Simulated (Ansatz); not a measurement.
# WS2: the cost of one run

Computed with Ansatz 0.2.0 (DFT PBE+D3(BJ), scalar-relativistic, plane waves, PAW, unless a step's input says otherwise).

5 further runs of the same task are left out: 2 that didn't finish, 3 set aside as unsound or not needed.

## (1) The structure to begin with

It takes space group P6_3/mmc (No. 194, hexagonal). The conventional cell has a = 3.154 Å, b = 3.154 Å, c = 12.136 Å, α = 90.00°, β = 90.00°, γ = 120.00°. Around W (site symmetry -6m2) lie 6 S at 2.41 Å. S (site symmetry 3m) is surrounded by 3 W at 2.41 Å.

Coordinates:

```
W S
1.0
     3.15416    0.00000    0.00000
    -1.57708    2.73158    0.00000
     0.00000    0.00000   12.13575
W S
2 4
Direct
  0.33333 0.66667 0.75000
  0.66667 0.33333 0.25000
  0.33333 0.66667 0.12025
  0.66667 0.33333 0.62025
  0.33333 0.66667 0.37975
  0.66667 0.33333 0.87975
```

It goes back to an entry of the Materials Project.

This cell was relaxed beforehand with the same method: volume 17.43 Å³/atom, gap on the mesh 0.89 eV.

## (2) Bands, states and charges

input.yaml

```yaml
crystal:
  lattice:
    - [3.1541578166, 0.0, 0.0]
    - [-1.5770789083, 2.7315807967, 0.0]
    - [0.0, 0.0, 12.1357453485]
  atoms:
    - { symbol: W, position: [0.3333333333, 0.6666666667, 0.75] }
    - { symbol: W, position: [0.6666666667, 0.3333333333, 0.25] }
    - { symbol: S, position: [0.3333333333, 0.6666666667, 0.1202472841] }
    - { symbol: S, position: [0.6666666667, 0.3333333333, 0.6202472841] }
    - { symbol: S, position: [0.3333333333, 0.6666666667, 0.3797527159] }
    - { symbol: S, position: [0.6666666667, 0.3333333333, 0.8797527159] }
basis:
  ecutwfc: 420
kpoints:
  mp_grid: { grid: [12, 12, 4] }
  band_path:
    path:
      - [[0.0, 0.0, 0.0], [0.5, 0.0, 0.0], [0.33333333, 0.33333333, 0.0], [0.0, 0.0, 0.0], [0.0, 0.0, 0.5], [0.5, 0.0, 0.5], [0.33333333, 0.33333333, 0.5], [0.0, 0.0, 0.5]]
      - [[0.5, 0.0, 0.5], [0.5, 0.0, 0.0]]
      - [[0.33333333, 0.33333333, 0.5], [0.33333333, 0.33333333, 0.0]]
    npoints: 14
hamiltonian:
  xc: pbe
  dispersion: d3bj
scf:
  occupations: { method: gaussian, width: 0.02 }
  n_extra_bands: 15
output:
  forces: true
  stress: true
  eigenvalues: true
  populations: true
  dos: { projected: true, de: 0.02, nscf_kmesh: { grid: [18, 18, 6] } }
  bader: true
  write_density: true
  write_potential: true
  elf: true
  volumetric_format: npy
```

Run with:

```bash
$ ansatz run input.yaml --threads 1 --pin off --max-ram 2560MiB --backend cpu --events-out ev --progress --plain --runs-dir out
```

**Question.** How long does this run take on 1 thread of Arm Neoverse V2, shared host, and how much memory does it need?

About 92 s, with a peak of 0.6 GiB.
